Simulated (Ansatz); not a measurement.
## What a trial cell of Ga relaxes into

Theory: DFT PBE, scalar-relativistic, plane waves, PAW in Ansatz 0.2.0. Cutoff 420 eV, Γ-centred k mesh, Gaussian smearing, no spin polarisation in the final step.

Ga was placed on the sites of a reported C cell (Fmmm, No. 69), at a guessed volume.

```
CELL_PARAMETERS angstrom
0.00000 2.83156 4.45701
1.63477 0.00000 4.45701
1.63477 2.83156 0.00000
ATOMIC_POSITIONS crystal
Ga 0.16667 0.83333 0.16667
Ga 0.83333 0.16667 0.83333
```

Steps on the 6×6×6 mesh (2 atoms). 11 of 24 steps are shown, and the free energy counts from the last. Trial steps that were taken back and renewals of the plane-wave basis can be among the rows.

| step | ΔF (meV/atom) | V (Å³/atom) | P (GPa) | largest force component (eV/Å) |
| --- | --- | --- | --- | --- |
| 1 | 3901.9 | 20.63 | 83.46 | 0.026 |
| 3 | 1753.8 | 24.80 | 32.25 | 0.017 |
| 5 | 870.5 | 28.91 | 9.49 | 0.005 |
| 7 | 648.3 | 28.56 | -1.49 | 0.010 |
| 9 | 528.8 | 25.73 | -2.13 | 0.001 |
| 11 | 396.5 | 22.68 | -1.84 | 0.170 |
| 14 | 285.2 | 18.15 | 3.31 | 0.011 |
| 16 | 276.8 | 18.87 | 0.25 | 0.017 |
| 20 | 45.5 | 19.78 | 4.58 | 0.014 |
| 22 | 1.9 | 20.71 | 0.48 | 0.069 |
| 24 | 0.0 | 20.90 | 0.03 | 0.004 |

Steps on the 18×18×18 mesh (2 atoms). 6 of 10 steps are shown, and the free energy counts from the last.

```tsv
step	ΔF (meV/atom)	V (Å³/atom)	P (GPa)	largest force component (eV/Å)
1	5.8	20.90	-0.32	0.085
2	2.1	20.99	-0.30	0.012
3	1.0	20.92	0.00	0.013
4	0.7	20.87	0.10	0.025
5	0.1	20.80	0.18	0.050
10	0.0	20.87	0.02	0.004
```

A final relaxation ran on a 18×18×18 mesh. The relaxed crystal, Fmmm (No. 69):

Space group Fmmm (No. 69). a = 4.473 Å, b = 4.697 Å, c = 7.947 Å, α = 90.00°, β = 90.00°, γ = 90.00°
| atom | site | symmetry | x | y | z |
| --- | --- | --- | --- | --- | --- |
| Ga | 8i | mm2 | 0.0000 | 0.0000 | 0.1582 |

```json
{
 "Volume per atom": "20.87 Å³",
 "Density": "5.55 g/cm³",
 "Energy over the standard structure": "0.04 eV/atom",
 "Gap on the 18×18×18 mesh": "0 eV (a metal)"
}
```

Energies count from the standard state of Ga at the same level.

The final run used a 18×18×18 mesh on its 2-atom cell and 0.10 eV smearing. For metals, differences of a few meV/atom aren't resolved.

A structure relaxed within its symmetry needn't be a true minimum.